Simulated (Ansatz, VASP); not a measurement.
## BAs: VASP beside Ansatz

The input INCAR:

```
PREC = Accurate
ENCUT = 600
EDIFF = 1E-7
ISMEAR = 0
SIGMA = 0.01
LREAL = F
LASPH = T
NELM = 100
ALGO = Fast
ISIF = 3
LWAVE = F
LCHARG = F
IBRION = 2
NSW = 80
EDIFFG = -0.001
```

The input KPOINTS:

```
Automatic mesh
0
Gamma
  10 10 10
```

POSCAR

```
BAs
1.0
    0.0000000000      2.3659270499      2.3659270499
    2.3659270499      0.0000000000      2.3659270499
    2.3659270499      2.3659270499      0.0000000000
B As
1 1
Direct
    0.0000000000      0.0000000000      0.0000000000
    0.7500000000      0.7500000000      0.7500000000
```

Input for Ansatz:

```yaml
crystal:
  lattice:
    - [0.0, 2.3659270499, 2.3659270499]
    - [2.3659270499, 0.0, 2.3659270499]
    - [2.3659270499, 2.3659270499, 0.0]
  atoms:
    - { symbol: B, position: [0.0, 0.0, 0.0] }
    - { symbol: As, position: [0.75, 0.75, 0.75] }
basis:
  ecutwfc: 420
kpoints:
  mp_grid: { grid: [10, 10, 10] }
hamiltonian:
  xc: lda
scf:
  occupations: { method: fixed }
output:
  forces: true
  stress: true
  eigenvalues: true
relax:
  adjacent_minimum: "off"
  f_tol: 0.001
  max_steps: 60
  cell: { stress_tol: 0.01 }
```

Alike in both runs: task relaxation of cell and atoms; functional LDA; k mesh 10 × 10 × 10; no spin polarisation.

```csv
,VASP,Ansatz
version,VASP 6.6.1,Ansatz 0.2.0
potentials or method,"VASP PAW LDA potentials, release 64 (B, As)","scalar-relativistic, plane waves, PAW"
plane-wave cutoff (eV),600,420
occupations,"gaussian, width 0.01 eV",fixed
valence electrons in the cell,8,18
```

```csv
,VASP,Ansatz,Ansatz less VASP
"gap on the k mesh at the Fermi level, each at its own relaxed structure (eV)",1.10,1.10,+0.002
relaxed volume (Å³/atom),13.33,13.25,-0.086
relaxed cell length with the largest relative difference (Å),3.353,3.346,-0.0072
```

The two sets of potentials don't hold the same shells in valence.

A k mesh can miss the band edges.
